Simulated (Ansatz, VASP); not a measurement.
**CdTe in VASP and in Ansatz**

```xyz
2
Lattice="3.0732 3.0732 0.0000 -3.0732 3.0732 0.0000 0.0000 3.0732 3.0732" Properties=species:S:1:pos:R:3 pbc="T T T"
Cd    0.0000    0.0000    0.0000
Te    1.5366    4.6098    1.5366
```

Alike in both runs: task single point; functional PBEsol; k mesh 6 × 6 × 6; non-collinear spin, spin-orbit coupling.

|  | VASP | Ansatz |
| --- | --- | --- |
| version | VASP 6.6.1 | Ansatz 0.2.0 |
| potentials or method | VASP PAW PBE potentials, release 64 (Cd, Te), cutoff 520 eV | all-electron LAPW |
| occupations | gaussian, width 0.01 eV | fixed |

```csv
,VASP,Ansatz,Ansatz less VASP
gap on the k mesh at the Fermi level (eV),0.87,0.85,-0.013
pressure (GPa),10.3,10.0,-0.34
net moment per atom (μB),0.00,0.00,0.000
```

Ansatz ran all-electron here, so the differences hold the error of VASP's frozen core and of both bases.

Caveats: the PAW data sets were made with another functional, which shifts forces and pressure a little (VASP).
